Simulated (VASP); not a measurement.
Set up this calculation in VASP 6.6.1, as the native input.

| Property | Result |
| --- | --- |
| Task | relaxation of cell and atoms |
| Functional | LDA |
| Potentials or basis | VASP PAW LDA potentials, release 64 (Sn_d, Se) |
| Cutoff | 600 eV |
| k mesh | 10 × 10 × 10 |
| Occupations | gaussian, width 0.03 eV |
| Spin | no spin polarisation |
| Further INCAR settings | ALGO = Normal; EDIFF = 1e-07; IBRION = 2; EDIFFG = -0.005; NSW = 90; ISIF = 3 |

The structure of SnSe lies in POSCAR:

```
SnSe                                    
1.0
    0.0000000000      2.9503315409      2.9503315409
    2.9503315409      0.0000000000      2.9503315409
    2.9503315409      2.9503315409      0.0000000000
  Sn              Se            
     1     1
Direct
     0.0000000000000000    0.0000000000000000    0.0000000000000000
     0.5000000000000000    0.5000000000000000    0.5000000000000000
```

The cell was built by a generator and needn't be a form met in nature.

The input as run:

INCAR

```
ALGO = Normal ; EDIFF = 1E-7
EDIFFG = -0.005 ; ENCUT = 600
IBRION = 2 ; ISIF = 3
ISMEAR = 0 ; LASPH = T
LCHARG = F ; LREAL = F
LWAVE = F ; NELM = 80
NSW = 90 ; PREC = Accurate
SIGMA = 0.03
```

KPOINTS

```
k-points
0
Gamma
  10 10 10
```

Potentials or basis: VASP PAW LDA potentials, release 64 (Sn_d, Se).

Command:

```console
$ cat potpaw_LDA.64/Sn_d/POTCAR potpaw_LDA.64/Se/POTCAR > POTCAR
$ mpirun -np 1 vasp_std > vasp.out
```

Results of the run:

```json
{"Pressure after relaxing": "0.0 GPa", "Band gap on the k mesh": "0.43 eV, indirect (least direct gap 0.57 eV)"}
```

Caveat: the relaxation stopped at its first step, so nothing moved; spin-orbit coupling is left out, which moves the levels of the heavy elements.

Run time: 23 s on 1 thread of Intel(R) Xeon(R) Platinum 8488C (Sapphire Rapids) (shared host), peak memory 0.19 GiB.
